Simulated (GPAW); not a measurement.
# InP (F-43m) in GPAW: single point with HSE06

Aim: the single point of InP with HSE06.

Everything below comes from runs of GPAW 26.7.0. Logs are shortened: lines on timing, memory, paths and dates and some standing lists are left out, and cuts for length are marked. The log counts tension as positive stress, the text compression.

**The experiment to reproduce.**

From a printed reference work, data compilation, for a bulk crystal of InP at 1.6 K: band gap 1.4236 eV (direct).

How close the calculation comes is told below.

## Step 1: The crystal as given

It takes space group F-43m (No. 216, cubic). Conventional cell: a = 5.861 Å, b = 5.861 Å, c = 5.861 Å, α = 90.00°, β = 90.00°, γ = 90.00°. In (site symmetry -43m) is surrounded by 4 P at 2.54 Å. P (site symmetry -43m) is surrounded by 4 In at 2.54 Å.

## Step 2: Single point, HSE06

File run.py:

```python
from ase import Atoms
from ase.dft.bandgap import bandgap
from ase.io import write
from ase.parallel import parprint
from gpaw import GPAW, PW

atoms = Atoms(['In', 'P'],
              cell=[[0.0, 2.9305, 2.9305],
                    [2.9305, 0.0, 2.9305],
                    [2.9305, 2.9305, 0.0]],
              scaled_positions=[[0.0, 0.0, 0.0],
                                [0.75, 0.75, 0.75]],
              pbc=True)

calc = GPAW(mode=PW(450),
            xc='HSE06',
            kpts={'size': (6, 6, 6), 'gamma': True},
            occupations={'name': 'fermi-dirac', 'width': 0.05},
            nbands=14,
            convergence={'density': 1e-05, 'energy': 1e-05},
            maxiter=60,
            txt='gpaw.txt')
atoms.calc = calc
energy = atoms.get_potential_energy()
forces = atoms.get_forces()
calc.write('gs.gpw')
write('result.traj', atoms)
parprint(f'Energy: {energy:.6f} eV')
parprint('Forces (eV/A):')
parprint(forces.round(4))
parprint('Fermi level:', round(calc.get_fermi_level(), 4), 'eV')
parprint(f'Gap: {bandgap(calc)[0]:.4f} eV, direct: {bandgap(calc, direct=True)[0]:.4f} eV')
```

Potentials or basis: GPAW PAW data sets (gpaw-data 1.2.1), pw.

On the command line:

```
$ OMP_NUM_THREADS=1 mpirun -n 4 gpaw python run.py
```

gpaw.txt:

```text
__  _  _
 | _ |_)|_||  |
 |__||  | ||/\| - 26.7.0

Input parameters:
  mode=PW(ecut=450.00000000000006),
  convergence={'density': 1e-05, 'energy': 1e-05},
  kpts=MonkhorstPack(size=(6, 6, 6), gamma=True),
  maxiter=60,
  nbands=14,
  occupations=Occupations(name='fermi-dirac', width=0.05),
  xc=XC(name='HSE06')

Diagonalizing LCAO Hamiltonian
Converting LCAO to pw mode

                     P

       In

Atoms  # Å, Bohr magnetons
|   | symbol |        x |        y |        z |    initial magnetic moments |
|---|--------|----------|----------|----------|-----------------------------|
| 0 |     In | 0.000000 | 0.000000 | 0.000000 | ( 0.0000,  0.0000,  0.0000) |
| 1 |      P | 4.395750 | 4.395750 | 4.395750 | ( 0.0000,  0.0000,  0.0000) |

Unit cell  # Å
| periodic |        x |        y |        z |  lengths |    angles |
|----------|----------|----------|----------|----------|-----------|
|      yes | 0.000000 | 2.930500 | 2.930500 | 4.144353 | 60.000000 |
|      yes | 2.930500 | 0.000000 | 2.930500 | 4.144353 | 60.000000 |
|      yes | 2.930500 | 2.930500 | 0.000000 | 4.144353 | 60.000000 |

Number of symmetries: 24
Symmetry operations  # r_c * U_cc + t_c -> r_c
|    | kind |            matrix            |
|----|------|------------------------------|
|  0 |  E   |  1, 0, 0,  0, 1, 0,  0, 0, 1 |
|  1 |  σ   |  1, 0, 0,  0, 0, 1,  0, 1, 0 |
|  2 |  σ   |  1, 0,-1,  0, 1,-1,  0, 0,-1 |
|  3 |  C3  |  1, 0,-1,  0, 0,-1,  0, 1,-1 |
|  4 |  C3  |  1,-1, 0,  0,-1, 1,  0,-1, 0 |
|  5 |  σ   |  1,-1, 0,  0,-1, 0,  0,-1, 1 |
|  6 |  σ   |  0, 1, 0,  1, 0, 0,  0, 0, 1 |
|  7 |  C3  |  0, 1, 0,  0, 0, 1,  1, 0, 0 |
|  8 |  C2  |  0, 1,-1,  1, 0,-1,  0, 0,-1 |
|  9 |  S4  |  0, 1,-1,  0, 0,-1,  1, 0,-1 |
| 10 |  C3  |  0, 0, 1,  1, 0, 0,  0, 1, 0 |
| 11 |  σ   |  0, 0, 1,  0, 1, 0,  1, 0, 0 |
| 12 |  S4  |  0, 0,-1,  1, 0,-1,  0, 1,-1 |
| 13 |  C3  |  0, 0,-1,  0, 1,-1,  1, 0,-1 |
| 14 |  S4  |  0,-1, 1,  1,-1, 0,  0,-1, 0 |
| 15 |  C2  |  0,-1, 1,  0,-1, 0,  1,-1, 0 |
| 16 |  C3  |  0,-1, 0,  1,-1, 0,  0,-1, 1 |
| 17 |  S4  |  0,-1, 0,  0,-1, 1,  1,-1, 0 |
| 18 |  S4  | -1, 1, 0, -1, 0, 1, -1, 0, 0 |
| 19 |  C3  | -1, 1, 0, -1, 0, 0, -1, 0, 1 |
| 20 |  C3  | -1, 0, 1, -1, 1, 0, -1, 0, 0 |
| 21 |  S4  | -1, 0, 1, -1, 0, 0, -1, 1, 0 |
| 22 |  σ   | -1, 0, 0, -1, 1, 0, -1, 0, 1 |
| 23 |  C2  | -1, 0, 0, -1, 0, 1, -1, 1, 0 |

BZ-sampling:
  Number of BZ points: 216
  Number of IBZ points: 16

  Monkhorst-Pack size: [6, 6, 6]
  Monkhorst-Pack shift: [0.08333333333333333, 0.08333333333333333, 0.08333333333333333]

K-points  # in reciprocal-cell coordinates
|     |                                coordinates |     weight |
|-----|--------------------------------------------|------------|
|   0 | (  0.00000000,   0.00000000,   0.00000000) | 0.00462963 |
|   1 | (  0.16666667,   0.16666667,   0.00000000) | 0.02777778 |
|   2 | (  0.16666667,   0.16666667,   0.16666667) | 0.03703704 |
|   3 | (  0.33333333,   0.16666667,   0.16666667) | 0.05555556 |
|   4 | (  0.33333333,   0.33333333,  -0.33333333) | 0.05555556 |
|   5 | (  0.33333333,   0.33333333,   0.00000000) | 0.02777778 |
|   6 | (  0.33333333,   0.33333333,   0.16666667) | 0.11111111 |
|   7 | (  0.33333333,   0.33333333,   0.33333333) | 0.03703704 |
|   8 | (  0.50000000,   0.33333333,  -0.33333333) | 0.11111111 |
|   9 | (  0.50000000,   0.33333333,  -0.16666667) | 0.05555556 |
| ... |                                            |            |
|  15 | (  0.50000000,   0.50000000,   0.50000000) | 0.01851852 |

Plane wave coefficients: 1113
Cutoff: 450.00000000000006 eV

Spin-components: 1 (collinear spins)
Bands:           14
Projectors:      11
Spin-degeneracy: 2
Datatype:        complex128

Parallelization:
  kpt:    4
  domain: 1
  band:   1

Density:
  Valence electrons: 18.0
  Components: 1
  Grid points: [21 21 21]
  Charge: 0.0  # |e|

Potential:
  Grid points: [21 21 21]

species:
  In:
    name:    Indium
    Z:       49.0
    valence: 13
    core:    36
    charge:  0.0  # [|e|]
    compensation charges:
      type: gauss
      rc: 0.36  # [Å]
      lmax: 2
    cutoffs:
      filter: 2.09  # [Å]
      core: 2.48  # [Å]
    projectors
    | kind |    occ | energy [eV] | rcut [Å] |
    |------|--------|-------------|----------|
    |   5s |  2.000 |      -8.203 |    1.185 |
    |   5p |  1.000 |      -2.521 |    1.244 |
    |   4d | 10.000 |     -18.629 |    1.148 |
    |    s |        |      19.008 |    1.185 |
    |    p |        |      24.691 |    1.244 |
    |    d |        |       8.583 |    1.148 |

    Using partial waves for In as LCAO basis

  P:
    name:    Phosphorus
    Z:       15.0
    valence: 5
    core:    10
    charge:  0.0  # [|e|]
    compensation charges:
      type: gauss
      rc: 0.30  # [Å]
      lmax: 2
    cutoffs:
      filter: 1.69  # [Å]
      core: 1.81  # [Å]
    projectors
    | kind |    occ | energy [eV] | rcut [Å] |
    |------|--------|-------------|----------|
    |   3s |  2.000 |     -13.968 |    0.953 |
    |   3p |  3.000 |      -5.506 |    0.953 |
    |    s |        |      13.244 |    0.953 |
    |    p |        |      21.705 |    0.953 |
    |    d |        |       0.000 |    0.953 |

    Using partial waves for P as LCAO basis

Reference energy: -169278.333319  # eV

eigensolver:
  PPCG
  Converge bands: occupied
  niter=2

density mixing:
  MSR1-Mixer
  Pratt-step length: 0.05
  Maximum mixing coefficient: 0.75
  Old densities: 10
  SVD Regularization: 0.005
  Good broyden scale: 1.0
  Trust region scale: 1.0
  Backstep threshold: 4.0
  History deletion threshold: 6.0
  Fourier metric: weight=20.0, sigma=0.015

occupation numbers:
  Fermi-Dirac:
    width: 0.0500  # eV

poisson solver:
  ecut: 3600.0000000000005  # eV

xc functional:
  name: HYB_GGA_XC_HSE06 with 2 nearest neighbor stencil

convergence criteria:
- Maximum integral of absolute [dens]ity change: 1e-05 electrons / valence electron
- Maximum [total energy] change in last 3 cyles: 1e-05 eV / valence electron
- Maximum integral of absolute [eigenst]ate change: 4e-08 eV^2 / valence electron
maximum number of iterations: 60

IBZ(<points: 16, symmetries: 24>)
Occupied bands: 10
SCF iterations
|iter     | |      energy | eigst |  dens |
|---------|-|-------------|-------|-------|
|iter:   1| |-1230.212627 | -0.17 |       |
|iter:   2| |  -30.443435 | -0.89 | -0.83 |
|iter:   3| |  -30.496306 | -1.95 | -1.07 |
|iter:   4| |  -30.313798 | -2.18 | -1.17 |
|iter:   5| |  -30.268592 | -2.13 | -1.33 |
|iter:   6| |  -30.266156 | -3.30 | -1.57 |
|iter:   7| |  -30.258682 | -3.20 | -1.90 |
|iter:   8| |  -30.259099 | -4.53 | -2.64 |
|iter:   9| |  -30.260042 | -3.83 | -2.73 |
|iter:  10| |  -30.258915 | -4.32 | -2.62 |
|iter:  11| |  -30.258942 | -5.16 | -3.15 |
|iter:  12| |  -30.258864c| -5.58 | -3.02 |
|iter:  13| |  -30.258834c| -5.95 | -3.20 |
|iter:  14| |  -30.258840c| -6.81 | -3.92 |
|iter:  15| |  -30.258840c| -7.33 | -4.89 |
|iter:  16| |  -30.258840c| -9.11c| -4.99 |
|iter:  17| |  -30.258845c| -7.53c| -5.39c|

Converged in 17 steps
Energy contributions relative to reference atoms: (reference = -169278.333319)

Energy contributions:
  Kinetic:          24.909322
  Coulomb:         -22.454815
  Zero:              0.076501
  External:          0.000000
  Xc:             1185.915311
  Entropy:          -0.000000
  Spinorbit:         0.000000
  Hybrid_Xc_Cc:     -1134.658227
  Hybrid_Xc_Vc:       -43.559671
  Hybrid_Xc_Vv:       -40.487266
  ----------------------------
  Free energy:     -30.258845
  Extrapolated:    -30.258845

dipole moment: (-16.789088, -16.789088, -16.789088)  # |e|*Ang

Fermi level: 5.252
Eigenvalues  # (at kpt = [0.000, 0.000, 0.000])
| band index |      eig [eV] | occ [0-2] |
|------------|---------------|-----------|
|          0 |       -11.262 |     2.000 |
|          1 |       -11.262 |     2.000 |
|          2 |       -11.262 |     2.000 |
|          3 |       -11.096 |     2.000 |
|          4 |       -11.096 |     2.000 |
|          5 |        -8.254 |     2.000 |
|          6 |         4.510 |     2.000 |
|          7 |         4.510 |     2.000 |
|          8 |         4.510 |     2.000 |
|          9 |         5.940 |     0.000 |
|         10 |         9.393 |     0.000 |
|         11 |         9.393 |     0.000 |
|         12 |         9.393 |     0.000 |
|         13 |        14.044 |     0.000 |

Gap: 1.430 eV
Transition (v -> c):
  (s=0, k=0, n=8, [0.00, 0.00, 0.00]) -> (s=0, k=0, n=9, [0.00, 0.00, 0.00])
No difference between direct/indirect transitions

Forces  # eV/Ang
|        x |        y |        z |
|----------|----------|----------|
|  0.00000 | -0.00000 |  0.00000 |  # In   0
| -0.00000 |  0.00000 | -0.00000 |  # P    1

# Writing to gs.gpw (mode='')
```

Run time: 48 min. Hardware: 4 MPI ranks of Intel Xeon 6975P-C (Granite Rapids), shared host; peak memory 0.31 GiB.

Results:

```yaml
Free_energy: -30.2588 eV
Band_gap_on_the_k_mesh: 1.43 eV, direct
```

Caveat: the PAW data sets were made with another functional, which shifts forces and pressure a little; spin-orbit coupling is left out, which moves the levels of the heavy elements.

## Step 3: Against experiment

Step 2. Measured gap of InP: 1.4236 eV (direct; 1.6 K; a printed reference work, data compilation). This calculation gives 1.43 eV (+0.01 eV). Spin-orbit coupling on In is left out. The value is that of HSE06, without temperature or zero-point motion.
